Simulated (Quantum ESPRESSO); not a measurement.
# HgTe (Coloradoite) (F-43m) in Quantum ESPRESSO: a series of runs, part 5 of 5

Quantum ESPRESSO 7.5.

## Step 6: Phonons, PBEsol

Input file pw.in:

```
&CONTROL
  calculation = 'scf'
  prefix = 'pwscf'
  outdir = './tmp'
  pseudo_dir = './pseudo'
  tprnfor = .true.
  tstress = .true.
  disk_io = 'low'
/
&SYSTEM
  ibrav = 0
  nat = 2
  ntyp = 2
  ecutwfc = 45
  ecutrho = 360
  nbnd = 15
  occupations = 'smearing'
  smearing = 'mv'
  degauss = 0.01469973
/
&ELECTRONS
  conv_thr = 4d-10
  electron_maxstep = 120
  mixing_beta = 0.5
/
ATOMIC_SPECIES
Hg   200.5920 hg_pbesol_v1.uspp.F.UPF
Te   127.6000 te_pbesol_v1.uspp.F.UPF
CELL_PARAMETERS angstrom
   0.0000000000    3.2145000000    3.2145000000
   3.2145000000    0.0000000000    3.2145000000
   3.2145000000    3.2145000000    0.0000000000
ATOMIC_POSITIONS crystal
Hg     0.0000000000    0.0000000000    0.0000000000
Te     0.7500000000    0.7500000000    0.7500000000
K_POINTS automatic
6 6 6 0 0 0
```

Input file relax.in:

```
&CONTROL
  calculation = 'vc-relax'
  prefix = 'pwscf'
  outdir = './tmp'
  pseudo_dir = './pseudo'
  tprnfor = .true.
  tstress = .true.
  disk_io = 'low'
  nstep = 40
  forc_conv_thr = 0.0001
  etot_conv_thr = 1d-06
/
&SYSTEM
  ibrav = 0
  nat = 2
  ntyp = 2
  ecutwfc = 45
  ecutrho = 360
  nbnd = 15
  occupations = 'smearing'
  smearing = 'mv'
  degauss = 0.01469973
/
&ELECTRONS
  conv_thr = 4d-10
  electron_maxstep = 120
  mixing_beta = 0.5
/
&IONS
  ion_dynamics = 'bfgs'
/
&CELL
  cell_dynamics = 'bfgs'
  press = 0
  press_conv_thr = 0.2
/
ATOMIC_SPECIES
Hg   200.5920 hg_pbesol_v1.uspp.F.UPF
Te   127.6000 te_pbesol_v1.uspp.F.UPF
CELL_PARAMETERS angstrom
   0.0000000000    3.2145000000    3.2145000000
   3.2145000000    0.0000000000    3.2145000000
   3.2145000000    3.2145000000    0.0000000000
ATOMIC_POSITIONS crystal
Hg     0.0000000000    0.0000000000    0.0000000000
Te     0.7500000000    0.7500000000    0.7500000000
K_POINTS automatic
6 6 6 0 0 0
```

Input file scf2.in:

```
&CONTROL
  calculation = 'scf'
  prefix = 'pwscf'
  outdir = './tmp'
  pseudo_dir = './pseudo'
  tprnfor = .true.
  tstress = .true.
  disk_io = 'low'
/
&SYSTEM
  ibrav = 0
  nat = 2
  ntyp = 2
  ecutwfc = 45
  ecutrho = 360
  nbnd = 15
  occupations = 'smearing'
  smearing = 'mv'
  degauss = 0.01469973
/
&ELECTRONS
  conv_thr = 1d-13
  electron_maxstep = 120
  mixing_beta = 0.5
  startingpot = 'file'
  startingwfc = 'file'
/
ATOMIC_SPECIES
Hg   200.5920 hg_pbesol_v1.uspp.F.UPF
Te   127.6000 te_pbesol_v1.uspp.F.UPF
CELL_PARAMETERS angstrom
   0.0000000000    3.2645940463    3.2645940463
   3.2645940463    0.0000000000    3.2645940463
   3.2645940463    3.2645940463    0.0000000000
ATOMIC_POSITIONS crystal
Hg     0.0000000000    0.0000000000    0.0000000000
Te     0.7500000000    0.7500000000    0.7500000000
K_POINTS automatic
6 6 6 0 0 0
```

Input file ph.in:

```
phonons of HgTe
&INPUTPH
  prefix = 'pwscf'
  outdir = './tmp'
  tr2_ph = 1d-18
  fildyn = 'dyn'
  niter_ph = 90
  alpha_mix(1) = 0.4
/
0.0000000000 0.0000000000 0.0000000000
```

Input file dynmat.in:

```
&INPUT
  fildyn = 'dyn'
  asr = 'crystal'
  filout = 'dynmat.disp'
  fileig = 'dynmat.eig'
/
```

Potentials or basis: GBRV 1.5 PBEsol.

Launch:

```
$ OMP_NUM_THREADS=1 pw.x -in pw.in > pw.out
$ OMP_NUM_THREADS=1 pw.x -in relax.in > relax.out
$ OMP_NUM_THREADS=1 pw.x -in scf2.in > scf2.out
$ OMP_NUM_THREADS=1 ph.x -in ph.in > ph.out
$ OMP_NUM_THREADS=1 dynmat.x -in dynmat.in > dynmat.out
```

pw.out:

```text
This program is part of the open-source Quantum ESPRESSO suite
     for quantum simulation of materials; please cite
[... 9 lines left out ...]
     --------------------
     sticks:   dense  smooth     PW     G-vecs:    dense   smooth      PW
     Sum        1813     925    271                51493    18197    2975

     Using Slab Decomposition

     bravais-lattice index     =            0
     lattice parameter (alat)  =       8.5907  a.u.
     unit-cell volume          =     448.2981 (a.u.)^3
     number of atoms/cell      =            2
     number of atomic types    =            2
     number of electrons       =        18.00
     number of Kohn-Sham states=           15
     kinetic-energy cutoff     =      45.0000  Ry
     charge density cutoff     =     360.0000  Ry
     scf convergence threshold =      4.0E-10
     mixing beta               =       0.5000
     number of iterations used =            8  plain     mixing
     Exchange-correlation= SLA  PW   PSX  PSC
                           (   1   4  10   8   0   0   0)

     celldm(1)=   8.590675  celldm(2)=   0.000000  celldm(3)=   0.000000
     celldm(4)=   0.000000  celldm(5)=   0.000000  celldm(6)=   0.000000

     crystal axes: (cart. coord. in units of alat)
               a(1) = (   0.000000   0.707107   0.707107 )
               a(2) = (   0.707107   0.000000   0.707107 )
               a(3) = (   0.707107   0.707107   0.000000 )

     reciprocal axes: (cart. coord. in units 2 pi/alat)
               b(1) = ( -0.707107  0.707107  0.707107 )
               b(2) = (  0.707107 -0.707107  0.707107 )
               b(3) = (  0.707107  0.707107 -0.707107 )

     PseudoPot. # 1 for Hg read from file:
     hg_pbesol_v1.uspp.F.UPF
     Pseudo is Ultrasoft + core correction, Zval = 12.0
     Generated by new atomic code, or converted to UPF format
     Using radial grid of  985 points,  6 beta functions with:
                l(1) =   0
                l(2) =   0
                l(3) =   1
                l(4) =   1
                l(5) =   2
                l(6) =   2
     Q(r) pseudized with  8 coefficients,  rinner =    2.000   2.000   2.000
                                                       2.000   2.000

     PseudoPot. # 2 for Te read from file:
     te_pbesol_v1.uspp.F.UPF
     Pseudo is Ultrasoft + core correction, Zval =  6.0
     Generated by new atomic code, or converted to UPF format
[... 43 lines left out ...]

     Initial potential from superposition of free atoms

     starting charge      17.9997, renormalised to      18.0000
     Starting wfcs are   13 randomized atomic wfcs +    2 random wfcs

     Self-consistent Calculation

     iteration #  1     ecut=    45.00 Ry     beta= 0.50
     Davidson diagonalization with overlap
     ethr =  1.00E-02,  avg # of iterations =  5.4

     Threshold (ethr) on eigenvalues was too large:
     Diagonalizing with lowered threshold

     Davidson diagonalization with overlap
     ethr =  2.99E-04,  avg # of iterations =  3.1

     total energy              =    -133.95919191 Ry
     estimated scf accuracy    <       0.05125135 Ry
[... 12 lines left out ...]
     total energy              =    -133.97390342 Ry
     estimated scf accuracy    <       0.00094511 Ry

     iteration #  4     ecut=    45.00 Ry     beta= 0.50
     Davidson diagonalization with overlap
     c_bands:  1 eigenvalues not converged
     ethr =  5.25E-06,  avg # of iterations =  6.6

     total energy              =    -133.97395453 Ry
     estimated scf accuracy    <       0.00005307 Ry

     iteration #  5     ecut=    45.00 Ry     beta= 0.50
     Davidson diagonalization with overlap
     ethr =  2.95E-07,  avg # of iterations =  3.9
[... 25 lines left out ...]
     iteration #  9     ecut=    45.00 Ry     beta= 0.50
     Davidson diagonalization with overlap
     ethr =  5.52E-12,  avg # of iterations =  4.1

     End of self-consistent calculation

          k = 0.0000 0.0000 0.0000 (  2277 PWs)   bands (ev):

    -5.9321  -1.2149  -1.2149  -1.2149  -0.6578  -0.6578   5.4498   6.2393
     6.2393   6.2393  10.3475  10.3475  10.3475  12.7043  15.8938

          k = 0.1179 0.1179-0.1179 (  2274 PWs)   bands (ev):
[... 31 lines left out ...]
    -5.3355  -1.0652  -1.0575  -0.7119  -0.6613  -0.5444   1.2617   3.9983
     5.1881   7.9958  10.8199  11.5795  12.2116  14.7578  15.1755

          k = 0.0000-0.2357 0.2357 (  2277 PWs)   bands (ev):

    -5.5976  -1.1319  -1.1119  -1.0463  -0.6793  -0.6312   2.7511   4.6517
     5.7648   7.7885  10.4641  11.0093  11.3689  14.0534  15.2380

          k = 0.4714 0.0000-0.0000 (  2285 PWs)   bands (ev):
[... 11 lines left out ...]
    -5.1744  -1.0273  -0.9546  -0.7200  -0.6412  -0.2074   0.7634   3.1390
     4.5439   8.4570  10.6596  12.7838  13.0764  13.5836  15.3206

          k =-0.7071 0.0000 0.0000 (  2272 PWs)   bands (ev):

    -5.1186  -1.0461  -0.8520  -0.8520  -0.5764  -0.1823   0.6521   3.8660
     3.8660   8.0336   8.5614  14.3726  15.2167  15.2167  16.4981

          k =-0.2357-0.4714 0.7071 (  2286 PWs)   bands (ev):
[... 6 lines left out ...]
    -5.1744  -1.0109  -0.9713  -0.7099  -0.6618  -0.1779   0.7164   3.3599
     4.2443   8.9104  10.5892  11.5366  13.3612  14.1214  16.6313

          k =-0.7071 0.2357 0.0000 (  2284 PWs)   bands (ev):

    -5.1197  -0.9925  -0.9136  -0.7861  -0.6299  -0.0404   0.5720   3.5361
     3.6495   8.9309   9.7865  12.6763  12.7968  15.7660  17.2180

     the Fermi energy is     6.1593 ev

!    total energy              =    -133.97397708 Ry
     estimated scf accuracy    <          2.2E-10 Ry
     smearing contrib. (-TS)   =       0.00042265 Ry
     internal energy E=F+TS    =    -133.97439974 Ry

     The total energy is F=E-TS. E is the sum of the following terms:
     one-electron contribution =     -32.24158663 Ry
     hartree contribution      =      28.80899358 Ry
     xc contribution           =     -53.10743851 Ry
     ewald contribution        =     -77.43436818 Ry

     convergence has been achieved in   9 iterations

     Forces acting on atoms (cartesian axes, Ry/au):

     atom    1 type  1   force =    -0.00000000    0.00000000   -0.00000000
     atom    2 type  2   force =    -0.00000000   -0.00000000    0.00000000

     Total force =     0.000000     Total SCF correction =     0.000000

     Computing stress (Cartesian axis) and pressure

          total   stress  (Ry/bohr**3)                   (kbar)     P=       22.06
   0.00014999  -0.00000000  -0.00000000           22.06       -0.00       -0.00
  -0.00000000   0.00014999  -0.00000000           -0.00       22.06       -0.00
  -0.00000000  -0.00000000   0.00014999           -0.00       -0.00       22.06

=------------------------------------------------------------------------------=
   JOB DONE.
=------------------------------------------------------------------------------=
```

Run time: 14 min. Hardware: 1 thread of Intel Xeon at 2.50GHz (Skylake/Cascade Lake), shared host; peak memory 0.23 GiB.

What came out:

```yaml
Free_energy: -1822.8296 eV
Relaxed_volume: 34.79 Å³/atom
Relaxed_cell: a = 4.617 Å, b = 4.617 Å, c = 4.617 Å, α = 60.00°, β = 60.00°, γ = 60.00°
Space_group_after_relaxing_to_0.05_Å: F-43m (No. 216)
Pressure_after_relaxing: 0.0 GPa
Band_gap_on_the_k_mesh: none (metal or under the smearing width)
Highest_phonon_frequency_at_Γ: 110 cm⁻¹
```

The path:
```tsv
step	energy change (eV)	largest force (eV/Å)	pressure (GPa)	volume (Å³)
1	0.0000	0.0000	2.21	66.43
2	-0.0090	0.0000	1.63	67.18
3	-0.0159	0.0000	1.03	68.01
4	-0.0206	0.0000	0.19	69.27
5	-0.0208	0.0000	0.01	69.57
6	-0.0208	0.0000	0.00	69.59
```

Final structure:
```
Hg Te
1.0
     0.00000    3.26459    3.26459
     3.26459    0.00000    3.26459
     3.26459    3.26459    0.00000
Hg Te
1 1
Direct
  0.00000 0.00000 0.00000
  0.75000 0.75000 0.75000
```

Levels at points of the mesh, in eV from the Fermi level:
| k point | band 6 | band 7 | band 8 | band 9 | band 10 | band 11 | band 12 | band 13 |
| --- | --- | --- | --- | --- | --- | --- | --- | --- |
| (0.00, 0.00, 0.00) | -6.62 | -0.83 | 0.06 | 0.06 | 0.06 | 4.26 | 4.26 | 4.26 |
| (0.00, 0.00, -0.50) | -6.33 | -5.29 | -0.88 | -0.88 | 0.67 | 5.05 | 5.05 | 6.83 |
| (0.00, -0.50, -0.50) | -6.19 | -5.27 | -2.11 | -2.11 | 1.88 | 2.51 | 8.03 | 8.84 |

Phonon frequencies in cm⁻¹ (negative: imaginary):
```tsv
q point	frequencies
(0.000, 0.000, 0.000)	-3 -3 -3 110 110 110
```

Optical modes at Γ, degenerate ones joined:
```tsv
cm⁻¹	components	symmetry	active in
110	3	T2	IR and Raman
```

Caveat: the mesh is thin for the phonons of a metal. The run has no spin-orbit coupling, so splittings on Hg, Te are missing.

## Step 7: Summary

```csv
task,level,potentials or basis,cell,smearing,form of the LDA correlation,mixing beta,q mesh,iterations,other keys,gap on the mesh (eV),pressure (GPa)
phonon dispersion,LDA,GBRV 1.5 LDA,relaxed,cold 0.2 eV,PZ81,0.5,2 × 2 × 2,-,-,none,0.0
phonon dispersion,PBE,GBRV 1.5 PBE,relaxed,cold 0.2 eV,-,0.5,2 × 2 × 2,-,-,none,0.0
phonon dispersion,PBEsol,GBRV 1.5 PBEsol,relaxed,cold 0.2 eV,-,0.5,2 × 2 × 2,-,-,none,0.0
energy-loss spectrum,LDA,GBRV 1.5 LDA,volume scaled by 0.92,cold 0.272 eV,PZ81,0.9,-,200,mixing_beta = 0.9; verbose = yes,none,5.9
phonons,PBEsol,GBRV 1.5 PBEsol,relaxed,cold 0.2 eV,-,0.5,-,-,-,none,0.0
```

Alike in all rows: no spin polarisation; k mesh 6 × 6 × 6; cutoff (eV) 612.

Caveats: the mesh is thin for the phonons of a metal (some runs); the Lanczos chain is short for so many electrons, so humps in the spectrum may be artefacts (some runs).

Absolute energies hang on the potentials; compare differences alone.
